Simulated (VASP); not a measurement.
# TiO2 (Anatase) (I4_1/amd) in VASP: a series of runs

The runs below take TiO2 (Anatase) through single point, with PBE.

Program: VASP 6.6.1. These are calculated values, not measurements. Logs are shortened: lines on timing, memory, paths and dates and some standing lists are left out, and cuts for length are marked.

## Step 1: The structure

It takes space group I4_1/amd (No. 141, tetragonal). The conventional cell has a = 3.784 Å, b = 3.784 Å, c = 9.515 Å, α = 90.00°, β = 90.00°, γ = 90.00°. Ti (site symmetry -4m2) is surrounded by 6 O at 1.93 to 1.98 Å. Around O (site symmetry 2mm) lie 3 Ti at 1.93 to 1.98 Å.

## Step 2: Single point, PBE

File INCAR:

```
SYSTEM = TiO2
ADDGRID = .FALSE.
ALGO = Normal
EDIFF = 1E-7
ENCUT = 520
GGA = PE
ISIF = 2
ISMEAR = 0
LASPH = .TRUE.
LCHARG = .FALSE.
LREAL = .FALSE.
LWAVE = .FALSE.
NELM = 100
PREC = Low
SIGMA = 0.05
```

File KPOINTS:

```
k-points
0
G
  7 7 7
  0 0 0
```

File POSCAR:

```
TiO2
1.0
   -1.8921000000      1.8921000000      4.7573000000
    1.8921000000     -1.8921000000      4.7573000000
    1.8921000000      1.8921000000     -4.7573000000
Ti O
2 4
Direct
    0.7634100000      0.2505420000      0.5022120000
    0.0240310000     -0.0225460000     -0.0109780000
    0.8032660000      0.7916050000      0.0039110000
    0.5255800000      0.0234350000      0.4817660000
    0.9615640000      0.4693800000      0.5068500000
    0.1853180000      0.2146180000     -0.0384270000
```

Potentials or basis: VASP PAW PBE potentials, release 64 (Ti, O).

On the command line:

```sh
$ cat potpaw_PBE.64/Ti/POTCAR potpaw_PBE.64/O/POTCAR > POTCAR
$ mpirun -np 1 vasp_std > vasp.out
```

OUTCAR:

```text
SYSTEM = TiO2
   EDIFF = 1E-7
   ENCUT = 520
   GGA = PE
   ISIF = 2
   ISMEAR = 0
   LASPH = .TRUE.
   LREAL = .FALSE.
   NELM = 100
   PREC = Low

 Found    172 irreducible k-points:

 Following reciprocal coordinates:
            Coordinates               Weight
  0.000000  0.000000  0.000000      1.000000
  0.142857  0.000000  0.000000      2.000000
  0.000000  0.142857  0.000000      2.000000
  0.000000  0.142857 -0.142857      2.000000
  0.142857  0.000000 -0.142857      2.000000
  0.285714  0.000000  0.000000      2.000000
   k-points           NKPTS =    172   k-points in BZ     NKDIM =    172   number of bands    NBANDS=     20
   number of dos      NEDOS =    301   number of ions     NIONS =      6
   total plane-waves  NPLWV =  27000
   dimension x,y,z NGX =    30 NGY =   30 NGZ =   30
   dimension x,y,z NGXF=    32 NGYF=   32 NGZF=   32
   ions per type =               2   4
   NGX,Y,Z   is equivalent  to a cutoff of   9.14,  9.14,  9.14 a.u.
   NGXF,Y,Z  is equivalent  to a cutoff of   9.75,  9.75,  9.75 a.u.
 SYSTEM =  TiO2
   PREC   = low       normal or accurate (medium, high low for compatibility)
   ISTART =      0    job   : 0-new  1-cont  2-samecut
   ICHARG =      2    charge: 1-file 2-atom 10-const
   ISPIN  =      1    spin polarized calculation?
   LNONCOLLINEAR =      F non collinear calculations
   LSORBIT =      F    spin-orbit coupling
   LASPH  =      T    aspherical Exc in radial PAW
   ENCUT  =  520.0 eV  38.22 Ry    6.18 a.u.  10.15 10.15 10.15*2*pi/ulx,y,z
   NELM   =    100;   NELMIN=  2; NELMDL= -5     # of ELM steps
   EDIFF  = 0.1E-06   stopping-criterion for ELM
   LREAL  =      F    real-space projection
   EDIFFG = 0.1E-05   stopping-criterion for IOM
   NSW    =      0    number of steps for IOM
   IBRION =     -1    ionic relax: 0-MD 1-quasi-New 2-CG
   NFREE  =      0    steps in history (QN), initial steepest desc. (CG)
   ISIF   =      2    stress and relaxation
   ISYM   =      2    0-nonsym 1-usesym 2-fastsym
   POTIM  = 0.5000    time-step for ionic-motion
   TEBEG  =    0.0;   TEEND  =   0.0 temperature during run
   PSTRESS=    0.0 pullay stress
   NELECT =      32.0000    total number of electrons
   NUPDOWN=      -1.0000    fix difference up-down
   EMIN   =  10.00;   EMAX   =-10.00  energy-range for DOS
[... 5 lines left out ...]
     AMIX     =   0.40;   BMIX     =  1.00
     AMIX_MAG =   1.60;   BMIX_MAG =  1.00
  volume/ion in A,a.u.               =      11.35        76.62
  Fermi-wavevector in a.u.,A,eV,Ry     =   1.272590  2.404847 22.034444  1.619486
  Thomas-Fermi vector in A             =   2.405460
   LORBIT       =      0    0 simple, 1 ext, 2 COOP (PROOUT), +10 PAW based schemes
   GGA     = PE    functional components
   LHFCALC =     F    Hartree Fock is set to
   AEXX    =    0.0000 exact exchange contribution
   IVDW    =     0    specifies the selected vdW correction
   LEPSILON=     F    determine dielectric tensor
   LRPA    =     F    only Hartree local field effects (RPA)
 non-spin polarized calculation
 Gauss-broadening in eV      SIGMA  =   0.05
  energy-cutoff  :      520.00
  volume of cell :       68.13
 maximum number of plane-waves:      1850
   NGX = 21   NGY = 21   NGZ = 21

 number of electron      31.9999702 magnetization

 Free energy of the ion-electron system (eV)
  ---------------------------------------------------
  ext. energy  EPLUGINS =         0.00000000
  ---------------------------------------------------
  free energy    TOTEN  =       -52.50783373 eV

  energy without entropy =      -52.50783373  energy(sigma->0) =      -52.50783373

 E-fermi :   1.0151     XC(G=0): -10.5273

 val. band max:        0.8067830789   @ k =  -0.4286   0.4286   0.0000
 cond. band min:       2.9974884767   @ k =   0.0000   0.0000   0.0000
 fundamental gap:      2.1907053978
 Fermi energy:         1.0150567323

 k-point     1 :       0.0000    0.0000    0.0000
  band No.  band energies     occupation
      1     -16.9481      2.00000
      2     -16.0524      2.00000
      3     -15.8418      2.00000
      4     -15.5277      2.00000
      5      -3.1870      2.00000
      6      -3.0580      2.00000
[... 12 lines left out ...]
     19       4.2147      0.00000
     20       4.4035      0.00000

 k-point     2 :       0.1429    0.0000    0.0000
  band No.  band energies     occupation
      1     -16.8525      2.00000
      2     -16.0051      2.00000
      3     -15.7947      2.00000
      4     -15.5157      2.00000
      5      -3.2065      2.00000
      6      -3.1113      2.00000
[... 12 lines left out ...]
     19       3.9529      0.00000
     20       4.3190      0.00000

 k-point     3 :       0.0000    0.1429    0.0000
  band No.  band energies     occupation
      1     -16.8504      2.00000
      2     -16.0215      2.00000
      3     -15.8118      2.00000
      4     -15.5124      2.00000
      5      -3.4370      2.00000
      6      -3.1122      2.00000
[... 12 lines left out ...]
     19       4.0285      0.00000
     20       4.2221      0.00000

 k-point     4 :       0.0000    0.1429   -0.1429
  band No.  band energies     occupation
      1     -16.8497      2.00000
      2     -16.0052      2.00000
      3     -15.7973      2.00000
      4     -15.5163      2.00000
      5      -3.1955      2.00000
      6      -3.1344      2.00000
[... 12 lines left out ...]
     19       3.9285      0.00000
     20       4.3302      0.00000

 k-point     5 :       0.1429    0.0000   -0.1429
  band No.  band energies     occupation
      1     -16.8520      2.00000
      2     -16.0210      2.00000
      3     -15.8104      2.00000
      4     -15.5126      2.00000
      5      -3.4317      2.00000
      6      -3.1274      2.00000
[... 12 lines left out ...]
     19       4.0459      0.00000
     20       4.1988      0.00000

 k-point     6 :       0.2857    0.0000    0.0000
  band No.  band energies     occupation
      1     -16.6402      2.00000
      2     -15.8900      2.00000
      3     -15.6947      2.00000
      4     -15.4708      2.00000
      5      -3.6867      2.00000
      6      -3.1822      2.00000
[... 12 lines left out ...]
     19       4.1912      0.00000
     20       4.3876      0.00000

 [... further k-points ...]
[... 5 lines left out ...]
  --------------------------------------------------------------------------------------
  -------------------------------------------------------------------------------------
  Total        5.6869211      7.9735050      1.5490783      0.1823623      0.3531283      0.4001611
  in kB      133.7454709    187.5215366     36.4313481      4.2888115      8.3048999      9.4110210
  external PRESSURE =     119.2327852 kB  Pullay stress =       0.0000000 kB

 VOLUME and BASIS-vectors are now :
 -----------------------------------------------------------------------------
  energy-cutoff  :      520.00
  volume of cell :       68.13
      direct lattice vectors                 reciprocal lattice vectors
    -1.892100000  1.892100000  4.757300000     0.000000000  0.264256646  0.105101633
     1.892100000 -1.892100000  4.757300000     0.264256646  0.000000000  0.105101633
     1.892100000  1.892100000 -4.757300000     0.264256646  0.264256646  0.000000000

 POSITION                                       TOTAL-FORCE (eV/Angst)
 -----------------------------------------------------------------------------------
     -0.02016      1.92063      2.43450         0.093517     -1.696474      0.028563
      3.67530      0.06736      0.05929         1.316645     -0.987519     -0.407163
     -0.01466      0.02946      7.56867         0.153032     -0.550374     -0.032054
     -0.03856      1.86166      0.31992         0.272450      0.589093      1.260348
      0.02775      1.89027      4.39619        -1.813267     -0.238189      0.134465
      1.87483      1.76395     -2.67188        -0.022377      2.883463     -0.984159
 -----------------------------------------------------------------------------------
    total drift:                               -0.001496     -0.000740     -0.012218

  FREE ENERGIE OF THE ION-ELECTRON SYSTEM (eV)
  ---------------------------------------------------
  free  energy   TOTEN  =       -52.5078337311 eV

  energy  without entropy=      -52.5078337311  energy(sigma->0) =      -52.50783373
```

Wall time 2.7 min (1 thread of Intel Xeon Platinum 8488C (Sapphire Rapids), shared host); peak memory 0.28 GiB.

The run converged, but some of its settings lie outside the range that counts as converged, so its numbers aren't taken as properties of the crystal.

Results:

```
Free energy            : -52.5078 eV
Pressure               : 11.9 GPa
Largest force          : 3.047 eV/Å
Band gap on the k mesh : 2.19 eV, indirect (least direct gap 2.63 eV)
```

Caveat: an odd mesh through Γ misses points on the zone boundary, where band edges often lie.

## Step 3: Single point, PBE

INCAR, as its differences from that of step 2:

```diff
@@ -13,3 +13,3 @@
 NELM = 100
-PREC = Low
+PREC = Normal
 SIGMA = 0.05
```

KPOINTS is that of step 2.

File POSCAR:

```
TiO2
1.0
   -1.8921000000      1.8921000000      4.7573000000
    1.8921000000     -1.8921000000      4.7573000000
    1.8921000000      1.8921000000     -4.7573000000
Ti O
2 4
Direct
    0.7500000000      0.2500000000      0.5000000000
    0.0000000000      0.0000000000      0.0000000000
    0.7919000000      0.7919000000      0.0000000000
    0.5419000000      0.0419000000      0.5000000000
    0.9581000000      0.4581000000      0.5000000000
    0.2081000000      0.2081000000      0.0000000000
```

Potentials or basis: VASP PAW PBE potentials, release 64 (Ti, O).

On the command line:

```sh
$ cat potpaw_PBE.64/Ti/POTCAR potpaw_PBE.64/O/POTCAR > POTCAR
$ mpirun -np 1 vasp_std > vasp.out
```

Run time: 37 s. Hardware: 1 thread of Intel Xeon Platinum 8488C (Sapphire Rapids), shared host; peak memory 0.19 GiB.

These settings aren't checked as converged: the numbers below hold their error.

Results:

```
Free energy            : -52.9153 eV
Pressure               : 8.5 GPa
Largest force          : 0.167 eV/Å
Band gap on the k mesh : 1.94 eV, indirect (least direct gap 2.26 eV)
```

Caveat: an odd mesh through Γ misses points on the zone boundary, where band edges often lie.

## Step 4: Single point, PBE

INCAR is that of step 3.

KPOINTS is that of step 3.

File POSCAR:

```
TiO2
1.0
   -1.8921000000      1.8921000000      4.7573000000
    1.8921000000     -1.8921000000      4.7573000000
    1.8921000000      1.8921000000     -4.7573000000
Ti O
2 4
Direct
    0.7634100000      0.2505420000      0.5022120000
    0.0240310000     -0.0225460000     -0.0109780000
    0.8032660000      0.7916050000      0.0039110000
    0.5255800000      0.0234350000      0.4817660000
    0.9615640000      0.4693800000      0.5068500000
    0.1853180000      0.2146180000     -0.0384270000
```

On the command line:

```sh
$ cat potpaw_PBE.64/Ti/POTCAR potpaw_PBE.64/O/POTCAR > POTCAR
$ mpirun -np 1 vasp_std > vasp.out
```

Wall time 3 min (1 thread of Intel Xeon Platinum 8488C (Sapphire Rapids), shared host); peak memory 0.32 GiB.

These settings aren't checked as converged: the numbers below hold their error.

Results:

```yaml
Free_energy: -52.4995 eV
Pressure: 11.9 GPa
Largest_force: 3.048 eV/Å
Band_gap_on_the_k_mesh: 2.19 eV, indirect (least direct gap 2.63 eV)
```

Caveat: an odd mesh through Γ misses points on the zone boundary, where band edges often lie.

## Step 5: For comparison

An earlier run on the cell as given: functional PBEsol; potentials or basis VASP PAW PBE potentials, release 64 (Ti_sv, O); cutoff 520 eV; k mesh 10 × 10 × 10; occupations fermi-dirac, width 0.05 eV; no spin polarisation.

- Pressure: -0.4 GPa
- Largest force: 0.012 eV/Å
- Band gap on the k mesh: 2.06 eV, indirect (least direct gap 2.40 eV)
